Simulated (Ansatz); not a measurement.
# Hf2S: the cost of one run

Computed with Ansatz 0.2.0 (DFT r2SCAN, scalar-relativistic, plane waves, PAW, unless a step's input says otherwise).

## (1) The structure to begin with

It takes space group P6_3/mmc (No. 194, hexagonal). The conventional cell has a = 3.381 Å, b = 3.381 Å, c = 11.741 Å, α = 90.00°, β = 90.00°, γ = 120.00°. Hf (site symmetry 3m) is surrounded by 3 S at 2.63 Å. Around S (site symmetry -6m2) lie 6 Hf at 2.63 Å.

As a file:

```
CELL_PARAMETERS angstrom
-3.38143 0.00000 0.00000
-1.69071 -2.92840 0.00000
0.00000 0.00000 11.74095
ATOMIC_POSITIONS crystal
Hf 0.66667 0.66667 0.89973
Hf 0.33333 0.33333 0.39973
Hf 0.66667 0.66667 0.60027
Hf 0.33333 0.33333 0.10027
S 0.00000 0.00000 0.75000
S 0.00000 0.00000 0.25000
```

It goes back to an entry of the Materials Project, which need not be the stable form.

This cell was relaxed beforehand with the same method: volume 19.38 Å³/atom, gap on the mesh none (metal).

## (2) The reference: the undisturbed cell on the scan's mesh

The input, input.yaml:

```yaml
crystal:
  lattice:
    - [-3.3814293755, 0.0, 0.0]
    - [-1.6907146878, -2.9284037403, 0.0]
    - [0.0, 0.0, 11.7409506909]
  atoms:
    - { symbol: Hf, position: [0.6666666667, 0.6666666667, 0.8997311381] }
    - { symbol: Hf, position: [0.3333333333, 0.3333333333, 0.3997311381] }
    - { symbol: Hf, position: [0.6666666667, 0.6666666667, 0.6002688619] }
    - { symbol: Hf, position: [0.3333333333, 0.3333333333, 0.1002688619] }
    - { symbol: S, position: [1.0, 1.0, 0.75] }
    - { symbol: S, position: [0.0, 0.0, 0.25] }
basis:
  ecutwfc: 500
kpoints:
  mp_grid: { grid: [16, 16, 4] }
hamiltonian:
  xc: r2scan
scf:
  occupations: { method: gaussian, width: 0.15 }
output:
  forces: true
  stress: true
  eigenvalues: true
  write_density: true
  write_potential: true
  elf: true
  volumetric_format: npy
```

Launch:

```console
$ ansatz run input.yaml --threads 2 --pin off --max-ram 5120MiB --backend cpu --events-out ev --progress --plain --runs-dir out
```

**Question.** How long does this run take on 2 threads of Oxide Virtual Turin-like (Zen 5), shared host, and how much memory does it need?

About 47 s, with a peak of 1.1 GiB.
